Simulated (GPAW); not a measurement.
**BP (F-43m): the B K absorption edge**

How does the B K edge of BP (F-43m) move when the bonds are compressed or stretched?

Method: X-ray absorption from dipole matrix elements to empty bands, plane-wave PAW LDA, in GPAW 26.7.0.

This is a report of a sequence of runs, with most program output left out.

## 1. The starting structure

The structure is cubic, space group F-43m (No. 216). The conventional cell has a = 4.538 Å, b = 4.538 Å, c = 4.538 Å, α = 90.00°, β = 90.00°, γ = 90.00°. P has 4 B at 1.97 Å nearest. Nearest to B lie 4 P at 1.97 Å. Farther neighbours are not listed.

As a file:

```cif
data_structure
_symmetry_space_group_name_H-M 'P 1'
_symmetry_Int_Tables_number 1
_cell_length_a 3.2089
_cell_length_b 3.2089
_cell_length_c 3.2089
_cell_angle_alpha 60.000
_cell_angle_beta 60.000
_cell_angle_gamma 60.000
_cell_volume 23.36
loop_
_atom_site_label
_atom_site_type_symbol
_atom_site_fract_x
_atom_site_fract_y
_atom_site_fract_z
_atom_site_occupancy
P1 P 0.75000 0.75000 0.75000 1
B2 B 0.00000 0.00000 0.00000 1
```

## 2. Ground state of the crystal

The ground state comes first: it tells whether the system has a gap, which decides how the excited electron is treated.

Input file scf.py:

```python
import numpy as np
from ase import Atoms
from ase.parallel import parprint, paropen
from gpaw import GPAW, PW, FermiDirac, Mixer, MixerDif, setup_paths
from gpaw.test import gen
setup_paths.insert(0, '.')
gen('B', name='nch1s', xcname='LDA', corehole=(1, 0, 0), write_xml=True)
from gpaw.mpi import world
world.barrier()

atoms = Atoms('PB',
    cell=[[0, 2.269, 2.269],
     [2.269, 0, 2.269],
     [2.269, 2.269, 0]],
    scaled_positions=[[0.75, 0.75, 0.75],
     [0, 0, 0]],
    pbc=True)
atoms.calc = calc = GPAW(legacy_gpaw=True, mode=PW(430, force_complex_dtype=True), xc='LDA', setups={1: 'nch1s'},
    kpts={'size': (9, 9, 9), 'gamma': True}, occupations=FermiDirac(0.05),
    charge=0, mixer=Mixer(0.1, 5, 50), maxiter=150,
    convergence={'density': 0.0001, 'eigenstates': 1e-6}, txt='scf.txt')
energy = atoms.get_potential_energy() + calc.get_reference_energy()
ef = calc.get_fermi_level()
out = dict(energy=energy, fermi=ef, forces=atoms.get_forces().tolist())
parprint(f'all-electron energy {energy:.4f} eV, Fermi level {ef:.4f} eV')
ev = np.array([[calc.get_eigenvalues(k, s) for k in range(len(calc.get_ibz_k_points()))] for s in range(calc.get_number_of_spins())])
out['homo'], out['lumo'], out['counts'] = ev[ev < ef].max(), ev[ev > ef].min(), sorted(set((ev < ef).sum((0, 2)).tolist()))
out['filled'] = (ev[:, 0] < ef).sum(1).tolist()
import json
with paropen('out.json', 'w') as f:
    json.dump(out, f)
```

Started as:

```sh
> OMP_NUM_THREADS=1 mpirun -n 4 gpaw python scf.py
```

It took 3.5 s on 4 MPI ranks of Intel Xeon Platinum 8488C (Sapphire Rapids), shared host; peak memory 0.16 GiB; 13 s of CPU time.

The mesh shows a gap of 1.21 eV, so the hole is first treated in a charged cell, without the excited electron.

## 3. Reference energy of the supercell

The photon energy needs a difference of total energies, so the cell and mesh of the coming hole run are first run without a hole.

Changes to scf.py since step 2:

```diff
@@ -10,11 +10,21 @@
 
-atoms = Atoms('PB',
-    cell=[[0, 2.269, 2.269],
-     [2.269, 0, 2.269],
-     [2.269, 2.269, 0]],
-    scaled_positions=[[0.75, 0.75, 0.75],
-     [0, 0, 0]],
+atoms = Atoms('P6B6',
+    cell=[[2.269, 4.538, 2.269],
+     [4.538, -2.269, -2.269],
+     [2.269, 2.269, -4.538]],
+    scaled_positions=[[0.125, 0.375, 0.625],
+     [0.625, 0.54166667, 0.79166667],
+     [0.125, 0.70833333, 0.95833333],
+     [0.625, 0.875, 0.125],
+     [0.125, 0.04166667, 0.29166667],
+     [0.625, 0.20833333, 0.45833333],
+     [0, 0, 0],
+     [0.5, 0.16666667, 0.16666667],
+     [0, 0.33333333, 0.33333333],
+     [0.5, 0.5, 0.5],
+     [0, 0.66666667, 0.66666667],
+     [0.5, 0.83333333, 0.83333333]],
     pbc=True)
-atoms.calc = calc = GPAW(legacy_gpaw=True, mode=PW(430, force_complex_dtype=True), xc='LDA', setups={1: 'nch1s'},
-    kpts={'size': (9, 9, 9), 'gamma': True}, occupations=FermiDirac(0.05),
+atoms.calc = calc = GPAW(legacy_gpaw=True, mode=PW(430, force_complex_dtype=True), xc='LDA', setups={6: 'nch1s'},
+    kpts={'size': (3, 4, 4), 'gamma': True}, occupations=FermiDirac(0.02),
     charge=0, mixer=Mixer(0.1, 5, 50), maxiter=150,
```

Run time: 15 s. Hardware: 4 MPI ranks; peak memory 0.23 GiB; 57 s of CPU time.

Reference energy: -59697.372 eV with the cores included.

## 4. Spectrum with FCH, B atom 2

The holes are 5.6 Å apart. In GPAW the data set carries the hole's charge, so charge=0 means a charged cell and charge=-1 a neutral one. The excited electron is left out and a uniform background balances the charge. After the field has converged, empty bands are computed with the density fixed and the dipole matrix elements are summed.

The absorber has 4 P at 1.97 Å (tetrahedral, site symmetry -43m).

Input file xas.py:

```python
import numpy as np
from ase import Atoms
from ase.parallel import parprint, paropen
from gpaw import GPAW, PW, FermiDirac, Mixer, MixerDif, setup_paths
from gpaw.test import gen
setup_paths.insert(0, '.')
gen('B', name='fch1s', xcname='LDA', corehole=(1, 0, 1), write_xml=True)
from gpaw.mpi import world
world.barrier()

atoms = Atoms('P6B6',
    cell=[[2.269, 4.538, 2.269],
     [4.538, -2.269, -2.269],
     [2.269, 2.269, -4.538]],
    scaled_positions=[[0.125, 0.375, 0.625],
     [0.625, 0.54166667, 0.79166667],
     [0.125, 0.70833333, 0.95833333],
     [0.625, 0.875, 0.125],
     [0.125, 0.04166667, 0.29166667],
     [0.625, 0.20833333, 0.45833333],
     [0, 0, 0],
     [0.5, 0.16666667, 0.16666667],
     [0, 0.33333333, 0.33333333],
     [0.5, 0.5, 0.5],
     [0, 0.66666667, 0.66666667],
     [0.5, 0.83333333, 0.83333333]],
    pbc=True)
atoms.calc = calc = GPAW(legacy_gpaw=True, mode=PW(430, force_complex_dtype=True), xc='LDA', setups={6: 'fch1s'},
    kpts={'size': (3, 4, 4), 'gamma': True}, occupations=FermiDirac(0.02),
    charge=0, mixer=Mixer(0.1, 5, 50), maxiter=150,
    convergence={'density': 0.0001, 'eigenstates': 1e-6}, txt='scf.txt')
energy = atoms.get_potential_energy() + calc.get_reference_energy()
ef = calc.get_fermi_level()
out = dict(energy=energy, fermi=ef, forces=atoms.get_forces().tolist())
parprint(f'all-electron energy {energy:.4f} eV, Fermi level {ef:.4f} eV')
ev = np.array([[calc.get_eigenvalues(k, s) for k in range(len(calc.get_ibz_k_points()))] for s in range(calc.get_number_of_spins())])
out['homo'], out['lumo'], out['counts'] = ev[ev < ef].max(), ev[ev > ef].min(), sorted(set((ev < ef).sum((0, 2)).tolist()))
out['filled'] = (ev[:, 0] < ef).sum(1).tolist()

from ase.units import Ha
from gpaw.xas import dipole_matrix_elements
nb = int(calc.get_number_of_electrons() / 2) + 86
top, nb = nb, nb + 8 + nb // 12
nscf = calc.fixed_density(kpts={'size': (5, 5, 5), 'gamma': True}, nbands=nb,
    convergence={'bands': top, 'eigenstates': 5e-3}, maxiter=60, txt='nscf.txt')
cell = atoms.cell.array
ops = [cell.T @ U.T @ np.linalg.inv(cell.T) for U in nscf.wfs.kd.symmetry.op_scc]
filled = [24]  # bands filled in the ground state, by spin
E = np.arange(-6, 34, 0.1)
fwhm = np.interp(E, [4, 25], [0.9, 3.5])
Y, X, zero, highest = 0, 0, 1e9, 1e9
for spin in range(nscf.get_number_of_spins()):
    wfs = nscf.wfs
    mine = wfs.bd.get_slice()  # this rank's bands
    A = dipole_matrix_elements(wfs.setups[6])
    eps = np.zeros((wfs.kd.nibzkpts, nb))
    d = np.zeros((3, A.shape[1], wfs.kd.nibzkpts, nb), complex)
    for kpt in wfs.kpt_u:
        if kpt.s == spin and 6 in kpt.P_ani:
            eps[kpt.k, mine] = kpt.eps_n * Ha
            d[:, :, kpt.k, mine] = (kpt.weight * wfs.nspins / 2) ** 0.5 * np.inner(A, kpt.P_ani[6])
    world.sum(eps)
    world.sum(d)
    T = np.einsum('amkn,bmkn->abkn', d, d.conj()).real
    T = sum(np.einsum('ai,ijkn,bj->abkn', R, T, R) for R in ops) / len(ops)
    empty = np.ones_like(eps, bool) & (np.arange(nb) >= filled[spin])
    zero, highest = min(zero, eps[empty].min()), min(highest, eps[:, top - 1].min())
    lines = [(eps, T, empty)] if spin == 0 else lines + [(eps, T, empty)]
for eps, T, empty in lines:
    f = np.einsum('aakn->akn', T).reshape(3, -1)
    x = eps.ravel() - zero
    w = np.interp(x, E, fwhm) / 2.35482
    g = np.exp(-0.5 * ((E[:, None] - x) / w) ** 2) / (w * (2 * np.pi) ** 0.5)
    Y = Y + (f * empty.ravel()) @ g.T
    X = X + (f * ~empty.ravel()) @ g.T
out.update(E=E.round(2).tolist(), xas=Y.tolist(), xes=X.tolist(), zero=zero, valid=highest - zero, nk=len(eps), nb=nb)
for i in range(0, len(E), 10):
    parprint(f'{E[i]:7.2f}', *(f'{v:10.3e}' for v in Y[:, i]))
import json
with paropen('out.json', 'w') as f:
    json.dump(out, f)
```

Started as:

```sh
> OMP_NUM_THREADS=1 mpirun -n 4 gpaw python xas.py
```

Run time: 52 s. Hardware: 4 MPI ranks; peak memory 0.34 GiB.

The B K spectrum, B atom 2, full core hole (charged cell) (energy from the lowest empty level; intensity scaled to a mean of 1 over the first 20 eV):

| E (eV) | intensity |
| --- | --- |
| -2.00 | 0.00 |
| -1.25 | 0.00 |
| -0.50 | 0.01 |
| 0.25 | 0.23 |
| 1.00 | 0.97 |
| 1.75 | 1.61 |
| 2.50 | 1.83 |
| 3.25 | 1.47 |
| 4.00 | 1.47 |
| 4.75 | 1.30 |
| 5.50 | 1.25 |
| 6.25 | 1.37 |
| 7.00 | 1.36 |
| 7.75 | 1.26 |
| 8.50 | 1.14 |
| 9.25 | 1.00 |
| 10.00 | 0.98 |
| 10.75 | 1.02 |
| 11.50 | 0.97 |
| 12.25 | 0.82 |
| 13.00 | 0.65 |
| 13.75 | 0.59 |
| 14.50 | 0.66 |
| 15.25 | 0.83 |
| 16.00 | 0.90 |
| 16.75 | 0.79 |
| 17.50 | 0.63 |
| 18.25 | 0.54 |
| 19.00 | 0.52 |
| 19.75 | 0.52 |
| 20.50 | 0.52 |
| 21.25 | 0.51 |
| 22.00 | 0.48 |
| 22.75 | 0.45 |
| 23.50 | 0.42 |
| 24.25 | 0.43 |
| 25.00 | 0.46 |
| 25.75 | 0.51 |
| 26.50 | 0.56 |

Main maxima below 24 eV (height): 2.4 eV (1.84), 6.6 eV (1.40), 10.8 eV (1.02) and 15.9 eV (0.90). A K edge sees empty p states on the absorber.

The hole costs E(hole) − E(ground) = 182.60 eV, and the lowest empty level of the hole cell on the spectrum's mesh lies at 9.06 eV, which puts the zero at 191.65 eV. One term is added: -5.56 eV, since the hole is spin-paired here and a spin-polarised one costs that much less in the free atom (computed apart). The photon energy is then 186.09 eV. The functional and the charged cell's background leave an error in such absolute values: in the free atom LDA prices this hole 2.2 eV below PBE (computed apart), and PBE is itself good to a few eV.

## 5. Supercell without a hole, the energy reference

The cell changes for the next run, so it gets a reference energy of its own.

The cell differs from the one that the last finished run ended in (a 5.558 → 5.444 Å, b 5.558 → 5.444 Å, c 5.558 → 5.444 Å).

Changes to scf.py since step 3:

```diff
@@ -11,5 +11,5 @@
 atoms = Atoms('P6B6',
-    cell=[[2.269, 4.538, 2.269],
-     [4.538, -2.269, -2.269],
-     [2.269, 2.269, -4.538]],
+    cell=[[2.22268088, 4.44536176, 2.22268088],
+     [4.44536176, -2.22268088, -2.22268088],
+     [2.22268088, 2.22268088, -4.44536176]],
     scaled_positions=[[0.125, 0.375, 0.625],
```

Started as:

```sh
> OMP_NUM_THREADS=1 mpirun -n 4 gpaw python scf.py
```

It took 12 s on 4 MPI ranks; peak memory 0.23 GiB; 46 s of CPU time.

Reference energy: -59697.351 eV with the cores included.

## 6. Spectrum with FCH, B atom 2

Shorter bonds are expected to push antibonding states and scattering resonances up, and longer ones down; the cell is scaled to test that.

Changed against the first core-hole run: volume scale from 1 to 0.94.

Changes to xas.py since step 4:

```diff
@@ -11,5 +11,5 @@
 atoms = Atoms('P6B6',
-    cell=[[2.269, 4.538, 2.269],
-     [4.538, -2.269, -2.269],
-     [2.269, 2.269, -4.538]],
+    cell=[[2.22268088, 4.44536176, 2.22268088],
+     [4.44536176, -2.22268088, -2.22268088],
+     [2.22268088, 2.22268088, -4.44536176]],
     scaled_positions=[[0.125, 0.375, 0.625],
@@ -41,3 +41,3 @@
 from gpaw.xas import dipole_matrix_elements
-nb = int(calc.get_number_of_electrons() / 2) + 86
+nb = int(calc.get_number_of_electrons() / 2) + 81
 top, nb = nb, nb + 8 + nb // 12
```

Started as:

```sh
> OMP_NUM_THREADS=1 mpirun -n 4 gpaw python xas.py
```

The job ended after 48 s (4 MPI ranks; peak memory 0.33 GiB).

| E (eV) | first run | this run |
| --- | --- | --- |
| -2.0 | 0.00 | 0.00 |
| -1.0 | 0.00 | 0.00 |
| 0.0 | 0.10 | 0.07 |
| 1.0 | 0.97 | 0.75 |
| 2.0 | 1.74 | 1.50 |
| 3.0 | 1.57 | 1.51 |
| 4.0 | 1.47 | 1.33 |
| 5.0 | 1.24 | 1.20 |
| 6.0 | 1.33 | 1.20 |
| 7.0 | 1.36 | 1.40 |
| 8.0 | 1.23 | 1.31 |
| 9.0 | 1.04 | 1.19 |
| 10.0 | 0.98 | 1.04 |
| 11.0 | 1.01 | 1.04 |
| 12.0 | 0.88 | 0.99 |
| 13.0 | 0.65 | 0.82 |
| 14.0 | 0.60 | 0.62 |
| 15.0 | 0.78 | 0.60 |
| 16.0 | 0.90 | 0.81 |
| 17.0 | 0.73 | 0.95 |
| 18.0 | 0.56 | 0.78 |
| 19.0 | 0.52 | 0.57 |
| 20.0 | 0.52 | 0.50 |
| 21.0 | 0.52 | 0.51 |
| 22.0 | 0.48 | 0.51 |
| 23.0 | 0.44 | 0.48 |
| 24.0 | 0.42 | 0.44 |
| 25.0 | 0.46 | 0.43 |
| 26.0 | 0.53 | 0.46 |

The scaled spectrum changes by 13 % r.m.s. The highest intensity below 16 eV goes from 2.4 eV (1.84) to 2.5 eV (1.68).

The photon energy of the zero moves by -0.30 eV.

## 7. Supercell without a hole, the energy reference

The cell differs from the one that the last finished run ended in (a 5.444 → 5.502 Å, b 5.444 → 5.502 Å, c 5.444 → 5.502 Å).

Changes to scf.py since step 5:

```diff
@@ -11,5 +11,5 @@
 atoms = Atoms('P6B6',
-    cell=[[2.22268088, 4.44536176, 2.22268088],
-     [4.44536176, -2.22268088, -2.22268088],
-     [2.22268088, 2.22268088, -4.44536176]],
+    cell=[[2.24607924, 4.49215848, 2.24607924],
+     [4.49215848, -2.24607924, -2.24607924],
+     [2.24607924, 2.24607924, -4.49215848]],
     scaled_positions=[[0.125, 0.375, 0.625],
```

Started as:

```sh
> OMP_NUM_THREADS=1 mpirun -n 4 gpaw python scf.py
```

Run time: 14 s. Hardware: 4 MPI ranks; peak memory 0.22 GiB.

Reference energy: -59697.434 eV with the cores included.

## 8. Spectrum with FCH, B atom 2

Changed against the first core-hole run: volume scale from 1 to 0.97.

Changes to xas.py since step 6:

```diff
@@ -11,5 +11,5 @@
 atoms = Atoms('P6B6',
-    cell=[[2.22268088, 4.44536176, 2.22268088],
-     [4.44536176, -2.22268088, -2.22268088],
-     [2.22268088, 2.22268088, -4.44536176]],
+    cell=[[2.24607924, 4.49215848, 2.24607924],
+     [4.49215848, -2.24607924, -2.24607924],
+     [2.24607924, 2.24607924, -4.49215848]],
     scaled_positions=[[0.125, 0.375, 0.625],
@@ -41,3 +41,3 @@
 from gpaw.xas import dipole_matrix_elements
-nb = int(calc.get_number_of_electrons() / 2) + 81
+nb = int(calc.get_number_of_electrons() / 2) + 84
 top, nb = nb, nb + 8 + nb // 12
```

Started as:

```sh
> OMP_NUM_THREADS=1 mpirun -n 4 gpaw python xas.py
```

Run time: 52 s. Hardware: 4 MPI ranks; peak memory 0.33 GiB.

| E (eV) | first run | this run |
| --- | --- | --- |
| -2.0 | 0.00 | 0.00 |
| -1.0 | 0.00 | 0.00 |
| 0.0 | 0.10 | 0.09 |
| 1.0 | 0.97 | 0.86 |
| 2.0 | 1.74 | 1.62 |
| 3.0 | 1.57 | 1.54 |
| 4.0 | 1.47 | 1.41 |
| 5.0 | 1.24 | 1.22 |
| 6.0 | 1.33 | 1.28 |
| 7.0 | 1.36 | 1.40 |
| 8.0 | 1.23 | 1.27 |
| 9.0 | 1.04 | 1.12 |
| 10.0 | 0.98 | 1.00 |
| 11.0 | 1.01 | 1.03 |
| 12.0 | 0.88 | 0.94 |
| 13.0 | 0.65 | 0.73 |
| 14.0 | 0.60 | 0.58 |
| 15.0 | 0.78 | 0.68 |
| 16.0 | 0.90 | 0.90 |
| 17.0 | 0.73 | 0.86 |
| 18.0 | 0.56 | 0.65 |
| 19.0 | 0.52 | 0.52 |
| 20.0 | 0.52 | 0.51 |
| 21.0 | 0.52 | 0.52 |
| 22.0 | 0.48 | 0.50 |
| 23.0 | 0.44 | 0.46 |
| 24.0 | 0.42 | 0.43 |
| 25.0 | 0.46 | 0.44 |
| 26.0 | 0.53 | 0.50 |

The scaled spectrum changes by 6 % r.m.s. The highest intensity below 16 eV goes from 2.4 eV (1.84) to 2.5 eV (1.76).

The photon energy of the zero moves by -0.15 eV.

## 9. Supercell without a hole, the energy reference

The cell differs from the one that the last finished run ended in (a 5.502 → 5.613 Å, b 5.502 → 5.613 Å, c 5.502 → 5.613 Å).

Changes to scf.py since step 7:

```diff
@@ -11,5 +11,5 @@
 atoms = Atoms('P6B6',
-    cell=[[2.24607924, 4.49215848, 2.24607924],
-     [4.49215848, -2.24607924, -2.24607924],
-     [2.24607924, 2.24607924, -4.49215848]],
+    cell=[[2.29146681, 4.58293362, 2.29146681],
+     [4.58293362, -2.29146681, -2.29146681],
+     [2.29146681, 2.29146681, -4.58293362]],
     scaled_positions=[[0.125, 0.375, 0.625],
```

Started as:

```sh
> OMP_NUM_THREADS=1 mpirun -n 4 gpaw python scf.py
```

Elapsed: 13 s, on 4 MPI ranks; peak memory 0.23 GiB.

Reference energy: -59697.186 eV with the cores included.

## 10. Spectrum with FCH, B atom 2

Changed against the first core-hole run: volume scale from 1 to 1.03.

Changes to xas.py since step 8:

```diff
@@ -11,5 +11,5 @@
 atoms = Atoms('P6B6',
-    cell=[[2.24607924, 4.49215848, 2.24607924],
-     [4.49215848, -2.24607924, -2.24607924],
-     [2.24607924, 2.24607924, -4.49215848]],
+    cell=[[2.29146681, 4.58293362, 2.29146681],
+     [4.58293362, -2.29146681, -2.29146681],
+     [2.29146681, 2.29146681, -4.58293362]],
     scaled_positions=[[0.125, 0.375, 0.625],
@@ -41,3 +41,3 @@
 from gpaw.xas import dipole_matrix_elements
-nb = int(calc.get_number_of_electrons() / 2) + 84
+nb = int(calc.get_number_of_electrons() / 2) + 89
 top, nb = nb, nb + 8 + nb // 12
```

Started as:

```sh
> OMP_NUM_THREADS=1 mpirun -n 4 gpaw python xas.py
```

Run time: 54 s. Hardware: 4 MPI ranks; peak memory 0.34 GiB; 3.6 min of CPU time.

| E (eV) | first run | this run |
| --- | --- | --- |
| -2.0 | 0.00 | 0.00 |
| -1.0 | 0.00 | 0.00 |
| 0.0 | 0.10 | 0.12 |
| 1.0 | 0.97 | 1.09 |
| 2.0 | 1.74 | 1.86 |
| 3.0 | 1.57 | 1.61 |
| 4.0 | 1.47 | 1.51 |
| 5.0 | 1.24 | 1.27 |
| 6.0 | 1.33 | 1.37 |
| 7.0 | 1.36 | 1.31 |
| 8.0 | 1.23 | 1.17 |
| 9.0 | 1.04 | 0.96 |
| 10.0 | 0.98 | 0.98 |
| 11.0 | 1.01 | 0.99 |
| 12.0 | 0.88 | 0.80 |
| 13.0 | 0.65 | 0.61 |
| 14.0 | 0.60 | 0.65 |
| 15.0 | 0.78 | 0.85 |
| 16.0 | 0.90 | 0.82 |
| 17.0 | 0.73 | 0.62 |
| 18.0 | 0.56 | 0.53 |
| 19.0 | 0.52 | 0.52 |
| 20.0 | 0.52 | 0.53 |
| 21.0 | 0.52 | 0.51 |
| 22.0 | 0.48 | 0.46 |
| 23.0 | 0.44 | 0.42 |
| 24.0 | 0.42 | 0.44 |
| 25.0 | 0.46 | 0.50 |
| 26.0 | 0.53 | 0.56 |

The scaled spectrum changes by 6 % r.m.s. The highest intensity below 16 eV goes from 2.4 eV (1.84) to 2.3 eV (1.92).

The photon energy of the zero moves by +0.14 eV.

## 11. Reference energy of the supercell

The cell differs from the one that the last finished run ended in (a 5.613 → 5.667 Å, b 5.613 → 5.667 Å, c 5.613 → 5.667 Å).

Changes to scf.py since step 9:

```diff
@@ -11,5 +11,5 @@
 atoms = Atoms('P6B6',
-    cell=[[2.29146681, 4.58293362, 2.29146681],
-     [4.58293362, -2.29146681, -2.29146681],
-     [2.29146681, 2.29146681, -4.58293362]],
+    cell=[[2.31350149, 4.62700299, 2.31350149],
+     [4.62700299, -2.31350149, -2.31350149],
+     [2.31350149, 2.31350149, -4.62700299]],
     scaled_positions=[[0.125, 0.375, 0.625],
```

Started as:

```sh
> OMP_NUM_THREADS=1 mpirun -n 4 gpaw python scf.py
```

Wall time 14 s (4 MPI ranks); peak memory 0.23 GiB; 53 s of CPU time.

Reference energy: -59696.894 eV with the cores included.

[end of part 1 of 2]

[Logs are printed without paths, hosts, clocks, repeated set-up lines and the standing remarks that a program may print on its own settings, such as how far it seeks lower states.]

[Hosts, paths, dates, database ids (printed as entryN), source tags and the programs' standing remarks are cut or masked in the printed files.]

[Lists of maxima count a maximum above −3 eV only where it reaches 4 % of the highest in the window and stands out from its surroundings by 2 % of it (1.5 % where it reaches 55 %); shoulders and weaker maxima are passed over, and of the rest the first, up to two pre-edge ones and the few strongest are named.]
